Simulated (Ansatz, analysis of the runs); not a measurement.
# Conductance against twist: 4,4'-biphenylene with thiolate ends, rings twisted by 0 degrees, between Ag (111) faces with adatoms, and onwards, part 4 of 4

Wanted: G at twists from flat to perpendicular.

Ansatz 0.2.0; DFT PBE, plane waves, PAW; transmission of a junction between electrodes.

So far, conductance of the junction (G₀): step 2 (transmission, twist 0 degree) 0.0681; step 4 (another cell, twist 20 degree) 0.0461; step 6 (another cell, twist 40 degree) 0.0249; step 8 (another cell, twist 60 degree) 0.00853; step 10 (another cell, twist 75 degree) 0.00220.

**12. Transmission, twist 90 degree**

This step: DFT PBE, plane waves, PAW; transmission of a junction between electrodes (Ansatz 0.2.0).

One ring is turned to 90°, with its anchor, and the junction is built anew at the same bond lengths.

The cell differs from the one that the last finished run ended in (c 25.426 → 25.369 Å).

Input file input.yaml:

```yaml
crystal:
  lattice:
    - [8.8034794258, 0.0, 0.0]
    - [4.4017397129, 7.6240368244, 0.0]
    - [0.0, 0.0, 25.3687393401]
  atoms:
    - { symbol: Ag, position: [0.833333333, 0.833333333, 0.0] }
    - { symbol: Ag, position: [0.833333333, 0.166666667, 0.0] }
    - { symbol: Ag, position: [0.833333333, 0.5, 0.0] }
    - { symbol: Ag, position: [0.166666667, 0.833333333, 0.0] }
    - { symbol: Ag, position: [0.166666667, 0.166666667, 0.0] }
    - { symbol: Ag, position: [0.166666667, 0.5, 0.0] }
    - { symbol: Ag, position: [0.5, 0.833333333, 0.0] }
    - { symbol: Ag, position: [0.5, 0.166666667, 0.0] }
    - { symbol: Ag, position: [0.5, 0.5, 0.0] }
    - { symbol: Ag, position: [0.944444444, 0.944444444, 0.09444709] }
    - { symbol: Ag, position: [0.944444444, 0.277777778, 0.09444709] }
    - { symbol: Ag, position: [0.944444444, 0.611111111, 0.09444709] }
    - { symbol: Ag, position: [0.277777778, 0.944444444, 0.09444709] }
    - { symbol: Ag, position: [0.277777778, 0.277777778, 0.09444709] }
    - { symbol: Ag, position: [0.277777778, 0.611111111, 0.09444709] }
    - { symbol: Ag, position: [0.611111111, 0.944444444, 0.09444709] }
    - { symbol: Ag, position: [0.611111111, 0.277777778, 0.09444709] }
    - { symbol: Ag, position: [0.611111111, 0.611111111, 0.09444709] }
    - { symbol: Ag, position: [0.055555556, 0.055555556, 0.188894181] }
    - { symbol: Ag, position: [0.055555556, 0.388888889, 0.188894181] }
    - { symbol: Ag, position: [0.055555556, 0.722222222, 0.188894181] }
    - { symbol: Ag, position: [0.388888889, 0.055555556, 0.188894181] }
    - { symbol: Ag, position: [0.388888889, 0.388888889, 0.188894181] }
    - { symbol: Ag, position: [0.388888889, 0.722222222, 0.188894181] }
    - { symbol: Ag, position: [0.722222222, 0.055555556, 0.188894181] }
    - { symbol: Ag, position: [0.722222222, 0.388888889, 0.188894181] }
    - { symbol: Ag, position: [0.722222222, 0.722222222, 0.188894181] }
    - { symbol: Ag, position: [0.5, 0.5, 0.276729975] }
    - { symbol: S, position: [0.206923772, 0.550427412, 0.28989874] }
    - { symbol: C, position: [0.20601357, 0.56508422, 0.359823426] }
    - { symbol: C, position: [0.117908626, 0.500405712, 0.389818518] }
    - { symbol: C, position: [0.115461146, 0.512232592, 0.444853578] }
    - { symbol: C, position: [0.200565185, 0.589266784, 0.471058479] }
    - { symbol: C, position: [0.287970795, 0.654442511, 0.44029375] }
    - { symbol: C, position: [0.290484756, 0.642883629, 0.385241302] }
    - { symbol: C, position: [0.197854019, 0.601769714, 0.52894114] }
    - { symbol: C, position: [0.064272301, 0.748245863, 0.555146224] }
    - { symbol: C, position: [0.061572522, 0.76015232, 0.610181292] }
    - { symbol: C, position: [0.192843576, 0.62581249, 0.640176223] }
    - { symbol: C, position: [0.32605572, 0.4788898, 0.614758145] }
    - { symbol: C, position: [0.328554272, 0.467336111, 0.559705679] }
    - { symbol: S, position: [0.187060102, 0.642015926, 0.710100939] }
    - { symbol: H, position: [0.050695028, 0.439864837, 0.370779817] }
    - { symbol: H, position: [0.047186988, 0.459116918, 0.467279137] }
    - { symbol: H, position: [0.35362238, 0.717082028, 0.459121211] }
    - { symbol: H, position: [0.358180469, 0.696278329, 0.362755454] }
    - { symbol: H, position: [0.961152555, 0.855786639, 0.53272083] }
    - { symbol: H, position: [0.956211428, 0.875492723, 0.629220137] }
    - { symbol: H, position: [0.428641531, 0.371423431, 0.637243833] }
    - { symbol: H, position: [0.433100131, 0.350651913, 0.540878055] }
    - { symbol: Ag, position: [0.5, 0.5, 0.723270025] }
    - { symbol: Ag, position: [0.277777778, 0.277777778, 0.811105819] }
    - { symbol: Ag, position: [0.277777778, 0.611111111, 0.811105819] }
    - { symbol: Ag, position: [0.277777778, 0.944444444, 0.811105819] }
    - { symbol: Ag, position: [0.611111111, 0.277777778, 0.811105819] }
    - { symbol: Ag, position: [0.611111111, 0.611111111, 0.811105819] }
    - { symbol: Ag, position: [0.611111111, 0.944444444, 0.811105819] }
    - { symbol: Ag, position: [0.944444444, 0.277777778, 0.811105819] }
    - { symbol: Ag, position: [0.944444444, 0.611111111, 0.811105819] }
    - { symbol: Ag, position: [0.944444444, 0.944444444, 0.811105819] }
    - { symbol: Ag, position: [0.388888889, 0.388888889, 0.90555291] }
    - { symbol: Ag, position: [0.388888889, 0.722222222, 0.90555291] }
    - { symbol: Ag, position: [0.388888889, 0.055555556, 0.90555291] }
    - { symbol: Ag, position: [0.722222222, 0.388888889, 0.90555291] }
    - { symbol: Ag, position: [0.722222222, 0.722222222, 0.90555291] }
    - { symbol: Ag, position: [0.722222222, 0.055555556, 0.90555291] }
    - { symbol: Ag, position: [0.055555556, 0.388888889, 0.90555291] }
    - { symbol: Ag, position: [0.055555556, 0.722222222, 0.90555291] }
    - { symbol: Ag, position: [0.055555556, 0.055555556, 0.90555291] }
kpoints:
  mp_grid: { grid: [4, 4, 1] }
scf:
  occupations: { method: fermi_dirac, width: 0.1 }
hamiltonian:
  xc: pbe
output:
  transmission: { leads: [[60, 8]], e_range: [-0.7, 0.7], de: 0.035, kmesh: [4, 4] }
  dos: { projected: true, e_range: [-5, 4] }
  write_potential: true
  write_density: true
  volumetric_format: npy
```

Run with:

```sh
> ansatz run input.yaml --threads 16 --pin off --max-ram 61440MiB --backend cuda --events-out ev --progress --plain --runs-dir out --max-vram 78GiB
```

Numbers of over 12 decimals in the logs are rounded to 6 here.

The log of the run:

```text
[...]
Crystal: 69 atoms, lattice volume = 1702.700 Å³
Basis set: ecut = 420 eV, 33343 PW (Γ)
Bands: 577, of which v1, the nominal top of the filled ones, is band 481 counted from 1 (480 counted from 0)
Symmetry: 1 space group operations
[...]
k-points: 10 of 16 (time reversal used)
[...]
transmission: 293 of 320 steps passed
[...]
SCF converged after 9 iterations
[...]
--- Transmission ---
  basis      : 583 plane waves across, 32 finite elements along
  points     : 10, standing for a mesh of 4 x 4
  on the GPU : 10 of these points
[...]
filled         : 29.4 meV under the level at which it is neutral
    channels       : 7.687500e0 a spin
[...]
junction   : crystal 0 to crystal 0, 0.50 to 23.47 Å
    transmission   : 6.689800e-4 a spin
[...]
resistance     : 1.2801e1 Ω µm² beyond half of each lead's own
```

The job ended after 2.2 min (1 × NVIDIA GB200 with 16 threads of Arm Neoverse V2, shared host; peak memory 16 GiB; 17 min of CPU time).

Transmission, one spin against energy, zero at the Fermi level:

```tsv
energy (eV)	transmission, one spin
-0.700	0.00773
-0.665	0.00631
-0.595	0.00434
-0.560	0.00364
-0.490	0.00268
-0.455	0.00239
-0.420	0.00213
-0.350	0.00166
-0.315	0.00152
-0.280	0.00139
-0.210	0.00116
-0.175	0.00106
-0.105	8.9e-4
-0.070	8.1e-4
-0.035	7.3e-4
0.000	6.7e-4
0.035	6.1e-4
0.070	5.7e-4
0.105	5.2e-4
0.175	4.6e-4
0.210	4.2e-4
0.280	3.8e-4
0.315	3.7e-4
0.350	3.4e-4
0.420	3.0e-4
0.455	2.9e-4
0.490	2.8e-4
0.560	2.6e-4
0.595	2.6e-4
0.665	2.5e-4
0.700	2.5e-4
```

The conductance is 6.8e-4 G₀. The conductance is 0.31 times that of the last run that gave one. The lead's Hamiltonian steps by 73.4 meV, which the program calls too much for a lead. The largest term of the program's error estimate is 387 %, from band edges of the leads and from resonances.

**13. Side by side**

Times are for 1 × NVIDIA GB200 with 16 threads of Arm Neoverse V2, shared host. The runs compared:

```tsv
no.	twist (degree)	transmission at the energy nearest the Fermi level, one spin	step of the lead's Hamiltonian (meV)	conductance of the junction (S/m²)	conductance of the junction (G₀)	added resistance times area (Ω um²)	time	memory (GiB)
1	0	0.06234	72.4	7.87e12	0.06813	0.1260	2.4 min	16
2	20	0.04324	73.4	5.32e12	0.04608	0.1869	2.6 min	16
3	40	0.02397	74.6	2.87e12	0.02490	0.3468	2.5 min	16
4	60	0.008370	74.6	9.85e11	0.008532	1.014	2.4 min	16
5	75	0.002166	73.9	2.53e11	0.002196	3.944	2.1 min	16
6	90	6.69e-4	73.4	7.81e10	6.77e-4	12.80	2.2 min	16
```

The runs together. Transmission against energy, zero at the Fermi level:

```tsv
energy (eV)	0	20	40	60	75	90
-0.700	0.235	0.295	0.561	0.777	0.119	0.00773
-0.630	0.219	0.317	0.717	0.427	0.0591	0.00520
-0.560	0.247	0.407	0.956	0.210	0.0313	0.00364
-0.490	0.338	0.628	0.823	0.109	0.0181	0.00268
-0.420	0.555	0.958	0.467	0.0646	0.0118	0.00213
-0.350	0.924	0.833	0.238	0.0401	0.00792	0.00166
-0.315	0.993	0.610	0.175	0.0332	0.00681	0.00152
-0.280	0.844	0.426	0.132	0.0275	0.00583	0.00139
-0.210	0.413	0.211	0.0792	0.0197	0.00442	0.00116
-0.140	0.202	0.116	0.0511	0.0145	0.00341	9.7e-4
-0.070	0.110	0.0687	0.0341	0.0107	0.00266	8.1e-4
0.000	0.0623	0.0432	0.0240	0.00837	0.00217	6.7e-4
0.070	0.0404	0.0302	0.018	0.00675	0.00181	5.7e-4
0.140	0.0285	0.0224	0.0141	0.00558	0.00154	4.9e-4
0.210	0.0218	0.0177	0.0115	0.00477	0.00137	4.2e-4
0.280	0.0174	0.0144	0.00968	0.00419	0.00124	3.8e-4
0.350	0.0159	0.0122	0.0081	0.00357	0.00107	3.4e-4
0.420	0.00964	0.00848	0.0062	0.00296	9.2e-4	3.0e-4
0.490	0.00738	0.00692	0.00527	0.00262	8.3e-4	2.8e-4
0.560	0.00627	0.00606	0.00472	0.00241	7.8e-4	2.6e-4
0.630	0.00551	0.00546	0.00431	0.00225	7.4e-4	2.5e-4
0.700	0.00501	0.00503	0.00402	0.00215	7.3e-4	2.5e-4
```

**14. Landauer integrals**

This step: Landauer integrals over the computed T(E), interpolated linearly between its energies (analysis of the runs above).

T(E) held rigid; rough near sharp steps of T(E). The conductance at 300 K by shift of the leads' level:

```tsv
shift of the leads' level (eV)	conductance at 300 K (G₀)
-0.350	0.00171
-0.300	0.00148
-0.250	0.00129
-0.200	0.00114
-0.150	0.00100
-0.100	8.8e-4
-0.050	7.7e-4
0.000	6.8e-4
0.050	6.0e-4
0.100	5.4e-4
0.150	4.8e-4
0.200	4.4e-4
0.250	4.0e-4
0.300	3.7e-4
0.350	3.4e-4
```

The thermopower is 18.6 μV/K. The Lorenz ratio is 1.02, where the Wiedemann-Franz law gives 1. These values rest on a semilocal level alignment and on the mesh across the current. Moving the level by up to 0.1 eV either way gives 16 to 19 μV/K.

**15. Fit**

This step: linear fit against the squared cosine of the twist (analysis of the runs above).

A straight line in cos²θ tests the law expected of π overlap.

The conductance at 300 K, interpolated from T(E) by cos^2 of the twist angle:

```tsv
cos^2 of the twist angle	conductance at 300 K, interpolated from T(E) (G₀)
0.000	6.8e-4
0.067	0.00220
0.250	0.00855
0.587	0.025
0.883	0.0463
1.000	0.0687
```

Least-squares line through the conductance at 300 K, interpolated from T(E) (values against cos^2 of the twist angle). The fit:

```tsv
slope	intercept	r.m.s. residual	points
0.06271	-0.003883	0.006083	6
```

**16. Outcome**

| Item | Value |
| --- | --- |
| conductance, twist 0° | 0.0681 G₀ (one error term of 110 %, so a rough value at best) |
| thermopower, twist 0° | 57.6 μV/K (rough, as the conductance is) |
| conductance, twist 20° | 0.0461 G₀ (one error term of 90 %, so a rough value at best) |
| thermopower, twist 20° | 46.8 μV/K (rough, as the conductance is) |
| conductance, twist 40° | 0.0249 G₀ (one error term of 71 %, so a rough value at best) |
| thermopower, twist 40° | 35.3 μV/K (rough, as the conductance is) |
| conductance, twist 60° | 0.00853 G₀ (one error term of 52 %, so a rough value at best) |
| thermopower, twist 60° | 25.4 μV/K (rough, as the conductance is) |
| conductance, twist 75° | 0.00220 G₀ (one error term of 82 %, so a rough value at best) |
| thermopower, twist 75° | 21.0 μV/K (rough, as the conductance is) |
| conductance, twist 90° | 6.8e-4 G₀ (one error term of 387 %, so a rough value at best) |
| thermopower, twist 90° | 18.6 μV/K (rough, as the conductance is) |

**Reading.** From the flat to the most twisted form the conductance changes by a factor of 101. Scaled from the flat form, cos²θ would give 0.040 at 40° (computed 0.025), 0.017 at 60° (computed 0.0085) and 0.0046 at 75° (computed 0.0022). The conductance falls at every step of the twist, as where the overlap of the rings' π orbitals carries the current. The geometries were built with one ring and its anchor turned and were not relaxed; the cell's length changes from 25.98 to 25.37 Å as the molecule tilts, which mixes into the trend. Semilocal functionals put a molecule's frontier levels too near the Fermi level, so conductances off resonance usually come out too high. The mesh of 4 × 4 points across the current is coarse: where the lead's channel count steps, T(E) can show bumps that belong to the mesh. Transport is coherent and elastic here: the atoms are frozen, so scattering by vibrations plays no part. In 6 runs the program finds the step of the lead's Hamiltonian too large, so longer leads may change the transmission. One term of the program's error estimate for a conductance, of a junction or of the perfect wire, reaches 387 % in this session. A cell with an odd number of electrons ran without spin; a level of the scatterer near the Fermi level could split if spin were allowed.

[Logs are printed without paths, hosts, clocks, repeated set-up lines and the standing remarks that a program may print on its own settings, such as how far it seeks lower states.]

[Hosts, paths, dates, database ids (printed as entryN), source tags and the programs' standing remarks are cut or masked in the printed files.]
